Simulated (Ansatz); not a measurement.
The calculation used DFT PBE, scalar-relativistic, plane waves, PAW (Ansatz 0.2.0). Settings: cutoff 420 eV, Γ-centred meshes spaced at most about 0.3 Å⁻¹, and about 0.25 Å⁻¹ or finer for metals (2π included), Gaussian smearing. No spin polarisation.

These are static total energies at zero pressure.

Compare these two cells of PbO2, each relaxed at this level.

A.

Space group P4_2/mnm (No. 136). a = 5.082 Å, b = 5.082 Å, c = 3.443 Å, α = 90.00°, β = 90.00°, γ = 90.00°
| atom | site | symmetry | x | y | z |
| --- | --- | --- | --- | --- | --- |
| Pb | 2a | m.mm | 0.0000 | 0.0000 | 0.0000 |
| O | 4f | m.2m | 0.3080 | 0.3080 | 0.0000 |

B.

Space group Fm-3m (No. 225). a = 5.409 Å, b = 5.409 Å, c = 5.409 Å, α = 90.00°, β = 90.00°, γ = 90.00°
```csv
atom,site,symmetry,x,y,z
Pb,4a,m-3m,0.0000,0.0000,0.0000
O,8c,-43m,0.2500,0.7500,0.7500
```

Task: Which would you expect to be lower, and how large is the difference?

Result: A is lower, by 110 meV/atom. A has the rutile type, space group P4_2/mnm (No. 136), 14.8 Å³/atom and no gap on its mesh; B has the fluorite type, space group Fm-3m (No. 225), 13.2 Å³/atom and no gap. Counting O atoms around Pb (those within 1.25 times the shortest such distance or 1.15 times the sum of covalent radii), A has Pb 6 and B has Pb 8. The lower one is the more open, so pressure narrows the difference. In A, Pb is surrounded by 6 O at 2.21 Å; around O lie 3 Pb at 2.21 Å. In B, Pb has 8 O at 2.34 Å; around O lie 4 Pb at 2.34 Å and 6 O at 2.70 Å. Origin: A, reached from a cell as deposited in COD, among other starts; B, reached from a cell as deposited in COD.

These runs have no spin–orbit coupling, which can matter for Pb. The zero gap of P4_2/mnm, Fm-3m may come from the functional, which often closes small gaps.
